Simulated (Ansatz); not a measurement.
Runs of Ansatz 0.2.0 on Re. The structure is hexagonal, space group P6_3/mmc (No. 194). The conventional cell has a = 2.766 Å, b = 2.766 Å, c = 8.939 Å, α = 90.00°, β = 90.00°, γ = 120.00°. Around Re (site symmetry -6m2) lie 12 Re at 2.75 to 2.77 Å. Around Re (site symmetry -3m) lie 12 Re at 2.75 to 2.77 Å. 

| task | level | cell | k mesh | smearing | mesh quality | gap on the mesh (eV) | pressure (GPa) | relaxed volume (Å³/atom) |
| --- | --- | --- | --- | --- | --- | --- | --- | --- |
| relaxation of cell and atoms | RPBE+D3(BJ) | relaxed | 11 × 11 × 3 | fermi-dirac 0.05 eV | not flagged | - | 0.0 | (a) |
| single point | PBE | as given | 5 × 5 × 2 | fermi-dirac 0.05 eV | coarse | none | 3.2 | - |
| single point | HF | as given | 6 × 6 × 2 | fermi-dirac 0.05 eV | coarse | none | - | - |
| relaxation of cell and atoms | PBEsol+D3(BJ) | relaxed | 11 × 11 × 3 | fermi-dirac 0.05 eV | not flagged | - | 0.0 | 14.26 |
| single point | PBE | as given | 11 × 11 × 3 | gaussian 0.019 eV | not flagged | none | 3.4 | - |

Alike in all rows: potentials or basis Ansatz PAW; no spin polarisation; cutoff (eV) 420.

**Question.** Fill in the values left out.

**Answer.** (a) 13.42.

Caveats: some runs use coarse meshes; the PAW data sets come from PBE, with cores solved anew for the run's functional, which leaves a small shift of forces and pressure (some runs); the potentials were made for another functional, which shifts forces and pressure (some runs); the plane-wave basis is chosen anew once the cell has moved, so the energies of steps on either side of that aren't comparable (some runs).

A k mesh can miss the band edges, and the runs leave out spin-orbit coupling on Re.

A gap of «none» marks a metal or a gap under the smearing width.

Not every run made on this cell is shown here.
